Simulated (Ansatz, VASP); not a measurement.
One calculation of BP, two programs

The input INCAR:

```
SYSTEM = BP
  ALGO = Normal
  EDIFF = 1E-6
  ENCUT = 520
  GGA = PE
  ISIF = 2
  ISMEAR = -1
  LASPH = .TRUE.
  LCHARG = .FALSE.
  LREAL = .FALSE.
  LWAVE = .FALSE.
  NBANDS = 11
  NELM = 60
  PREC = Accurate
  SIGMA = 0.02
```

Contents of KPOINTS:

```
k-points
0
G
  10 10 10
  0 0 0
```

File POSCAR:

```
BP
1.0
    0.0000000000      2.3551921746      2.2683156840
    2.3551921746      0.0000000000      2.2683156840
    2.3551921746      2.3551921746      0.0000000000
B P
1 1
Direct
    0.0000000000      0.0000000000      0.0000000000
    0.2500000000      0.2500000000      0.2500000000
```

Input for Ansatz:

```yaml
crystal:
  lattice:
    - [0.0, 2.3551921746, 2.268315684]
    - [2.3551921746, 0.0, 2.268315684]
    - [2.3551921746, 2.3551921746, 0.0]
  atoms:
    - { symbol: B, position: [0.0, 0.0, 0.0] }
    - { symbol: P, position: [0.25, 0.25, 0.25] }
kpoints:
  mp_grid: { grid: [10, 10, 10] }
  band_path:
    path:
      - [0.0, 0.0, 0.0]
      - [-0.5, -0.5, 0.0]
      - [-0.375, -0.375, 0.25]
      - [-0.375, 0.0, 0.375]
      - [0.0, 0.0, 0.5]
      - [-0.5, -0.25, 0.25]
      - [0.403646, 0.403646, 0.0]
    npoints: 1
hamiltonian:
  xc: pbe
scf:
  occupations: { method: fermi_dirac, width: 0.02 }
  n_extra_bands: 4
output:
  forces: true
  stress: true
  eigenvalues: true
  write_density: true
  write_potential: true
  elf: true
  volumetric_format: npy
```

Change from the starting cell: biaxial_xy strain +3.8%.

Alike in both runs: task single point; functional PBE; k mesh 10 × 10 × 10; occupations fermi-dirac, width 0.02 eV; no spin polarisation.

|  | VASP | Ansatz |
| --- | --- | --- |
| version | VASP 6.6.1 | Ansatz 0.2.0 |
| potentials or method | VASP PAW PBE potentials, release 64 (B, P) | plane waves, PAW |
| plane-wave cutoff (eV) | 520 | 420 |
| valence electrons in the cell | 8 | 8 |

|  | VASP | Ansatz | Ansatz less VASP |
| --- | --- | --- | --- |
| gap on the k mesh at the Fermi level (eV) | 0.80 | 0.80 | +0.004 |
| pressure (GPa) | -9.8 | -9.6 | +0.18 |
| largest component of the traceless stress (GPa) | 5.98 | 5.97 | -0.008 |

A k mesh can miss the band edges.
